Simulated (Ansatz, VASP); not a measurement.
## One calculation of CdSe, two programs

File POSCAR:

```
CdSe
1.0
    4.3398318052      0.0000000000      0.0000000000
   -2.1699159026      3.7584045914      0.0000000000
    0.0000000000      0.0000000000      7.0784044757
Cd Se
2 2
Direct
    0.3333333333      0.6666666667     -0.0620000000
    0.6666666667      0.3333333333      0.4380000000
    0.3333333333      0.6666666667      0.4380000000
    0.6666666667      0.3333333333      0.9380000000
```

The input INCAR.step1:

```
SYSTEM = CdSe
PREC     = Accurate       ! precision mode
ENCUT    = 520            ! plane-wave cutoff, eV
ISMEAR   = 0              ! smearing method
SIGMA    = 0.01           ! smearing width, eV
LREAL    = .FALSE.        ! projectors in reciprocal space
LASPH    = .TRUE.         ! aspherical terms in the spheres
NELM     = 100            ! most SCF steps
NBANDS   = 26             ! bands
GGA      = PE             ! functional
ALGO     = Normal         ! electronic algorithm
EDIFF    = 1E-4           ! SCF threshold, eV
LWAVE    = .TRUE.         ! write WAVECAR
LCHARG   = .FALSE.        ! write CHGCAR
```

Contents of INCAR.step2:

```
SYSTEM = CdSe
PREC     = Accurate       ! precision mode
ENCUT    = 520            ! plane-wave cutoff, eV
EDIFF    = 1E-6           ! SCF threshold, eV
ISMEAR   = 0              ! smearing method
SIGMA    = 0.01           ! smearing width, eV
LREAL    = .FALSE.        ! projectors in reciprocal space
LASPH    = .TRUE.         ! aspherical terms in the spheres
NELM     = 100            ! most SCF steps
ALGO     = Normal         ! electronic algorithm
ISIF     = 2              ! what is computed and relaxed
LWAVE    = .FALSE.        ! write WAVECAR
LCHARG   = .FALSE.        ! write CHGCAR
METAGGA  = R2SCAN         ! meta-GGA
LMIXTAU  = .TRUE.       
NBANDS   = 26             ! bands
ISTART   = 1
```

Contents of KPOINTS:

```
regular mesh
0
G
  9 9 6
  0 0 0
```

Input for Ansatz:

```yaml
crystal:
  lattice:
    - [4.3398318052, 0.0, 0.0]
    - [-2.1699159026, 3.7584045914, 0.0]
    - [0.0, 0.0, 7.0784044757]
  atoms:
    - { symbol: Cd, position: [0.3333333333, 0.6666666667, -0.062] }
    - { symbol: Cd, position: [0.6666666667, 0.3333333333, 0.438] }
    - { symbol: Se, position: [0.3333333333, 0.6666666667, 0.438] }
    - { symbol: Se, position: [0.6666666667, 0.3333333333, 0.938] }
basis:
  ecutwfc: 600.0
  xc_grid: 2
kpoints:
  mp_grid: { grid: [9, 9, 6] }
hamiltonian:
  xc: r2scan
  pseudopotentials: { kind: paw, azcp: { folder: soft_1 } }
scf:
  occupations: { method: fixed }
output:
  forces: true
  stress: true
  eigenvalues: true
  polarization: {}
```

Change from the starting cell: polar distortion scaled by 0.00.

Alike in both runs: task single point; functional r2SCAN; k mesh 9 × 9 × 6; no spin polarisation.

```csv
,VASP,Ansatz
version,VASP 6.6.1,Ansatz 0.2.0
potentials or method,"VASP PAW PBE potentials, release 64 (Cd, Se)","scalar-relativistic, plane waves, PAW"
plane-wave cutoff (eV),520,600
occupations,"gaussian, width 0.01 eV",fixed
valence electrons in the cell,36,72
```

```tsv
	VASP	Ansatz	Ansatz less VASP
gap on the k mesh at the Fermi level (eV)	1.42	1.41	-0.005
least direct gap on the mesh (eV)	1.42	1.41	-0.005
pressure (GPa)	3.8	3.5	-0.34
largest component of the traceless stress (GPa)	5.95	5.68	-0.271
```

The two sets of potentials don't hold the same shells in valence.

Caveats: the PAW data sets were made with another functional, which shifts forces and pressure a little (VASP); an odd mesh through Γ misses points on the zone boundary, where band edges often lie.
